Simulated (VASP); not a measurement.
## Ni: relaxation of cell and atoms with revPBE+D3(BJ)

Ni:

```xyz
1
Lattice="0.0000 1.7376 1.7376 1.7376 0.0000 1.7376 1.7376 1.7376 0.0000" Properties=species:S:1:pos:R:3 pbc="T T T"
Ni    0.0000    0.0000    0.0000
```

```yaml
Program: VASP 6.6.1
Task: relaxation of cell and atoms
Functional: revPBE
Dispersion: D3(BJ)
Potentials_or_basis: VASP PAW PBE potentials, release 64 (Ni)
Cutoff: 600 eV
k_mesh: 13 × 13 × 13
Occupations: fermi-dirac, width 0.05 eV
Spin: collinear spin, ferromagnetic start
Starting_moments: "[1.0] μB"
Further_INCAR_settings: ALGO = Normal; EDIFF = 1e-07; IBRION = 2; EDIFFG = -0.01; NSW = 60; ISIF = 3
```

```
Relaxed volume                                        : 10.37 Å³/atom
Relaxed cell                                          : a = 2.448 Å, b = 2.448 Å, c = 2.448 Å, α = 60.00°, β = 60.00°, γ = 60.00°
Space group after relaxing (to 0.05 Å)                : Fm-3m (No. 225)
Energy gained by relaxing                             : 0.9 meV/atom
Ionic steps                                           : 3
Pressure after relaxing                               : 0.0 GPa
Band gap on the k mesh                                : none (metal or under the smearing width)
Net moment                                            : 0.62 μB per cell
Site moments                                          : Ni +0.63 μB
Valence electrons inside the program's atomic spheres : Ni 9.39
Dispersion energy per atom                            : -0.938 eV
```

Step by step:
```
step  energy change (eV)  largest force (eV/Å)  pressure (GPa)  volume (Å³)
   1              0.0000                0.0000           -2.45        10.49
   2              0.0001                0.0000            2.76        10.25
   3             -0.0009                0.0000            0.02        10.37
```

Final structure:
```
Ni
1.0
     0.00000    1.73098    1.73098
     1.73098    0.00000    1.73098
     1.73098    1.73098    0.00000
Ni
1
Direct
  0.00000 0.00000 0.00000
```

Levels at points of the mesh, in eV from the Fermi level:
Spin up:
```tsv
k point	band 2	band 3	band 4	band 5	band 6	band 7	band 8	band 9
(0.00, 0.00, 0.00)	-2.57	-2.57	-2.57	-1.31	-1.31	24.09	28.38	28.38
```
Spin down:
| k point | band 2 | band 3 | band 4 | band 5 | band 6 | band 7 | band 8 | band 9 |
| --- | --- | --- | --- | --- | --- | --- | --- | --- |
| (0.00, 0.00, 0.00) | -1.81 | -1.81 | -1.81 | -0.73 | -0.73 | 23.92 | 28.34 | 28.34 |

Run time: 26 s on 1 thread of Intel(R) Xeon(R) 6975P-C (Granite Rapids) (shared host), peak memory 0.16 GiB.

Caveat: the PAW data sets were made with another functional, which shifts forces and pressure a little; pairwise dispersion overbinds metals, which lowers pressure and volume.
